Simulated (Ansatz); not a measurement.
# How far is PAW off for Cu3N?

```
Cu N
1.0
     3.81400    0.00000    0.00000
     0.00000    3.81400    0.00000
     0.00000    0.00000    3.81400
Cu N
3 1
Direct
  0.50000 0.00000 0.00000
  0.00000 0.50000 0.00000
  0.00000 0.00000 0.50000
  0.00000 0.00000 0.00000
```

Atoms are numbered in the order listed.

The cell is COD entry 1536894, as deposited and not checked against the literature; nothing was relaxed.

All numbers are computed: DFT, PBE, PAW with Ansatz's default frozen-core files, scalar-relativistic (Ansatz 0.2.0); DFT, PBE, all-electron LAPW, scalar-relativistic (Ansatz 0.2.0).

For PAW: a Γ-centred 10×10×10 k mesh, Fermi–Dirac smearing of 0.08 eV, cutoff 420 eV, no spin polarisation. LAPW targets a basis error of 1 meV/atom. The Ansatz runs share mesh, smearing and spin set-up. Plane-wave (PAW) pressures include the program's estimate of the Pulay term.

Stress and pressure are positive in compression.

Levels count from the top of the valence band.

PAW results:

```
                      quantity     PAW
                pressure (GPa)    1.20
                 band gap (eV)   0.192
highest filled level at X (eV)  -1.406
  lowest empty level at X (eV)   1.552
highest filled level at M (eV)  -0.687
  lowest empty level at M (eV)   0.192
```

Q: What does full-potential LAPW give for the same quantities?

A: 
| quantity | LAPW |
| --- | --- |
| pressure (GPa) | 1.15 |
| band gap (eV) | 0.182 |
| highest filled level at X (eV) | -1.407 |
| lowest empty level at X (eV) | 1.551 |
| highest filled level at M (eV) | -0.688 |
| lowest empty level at M (eV) | 0.182 |
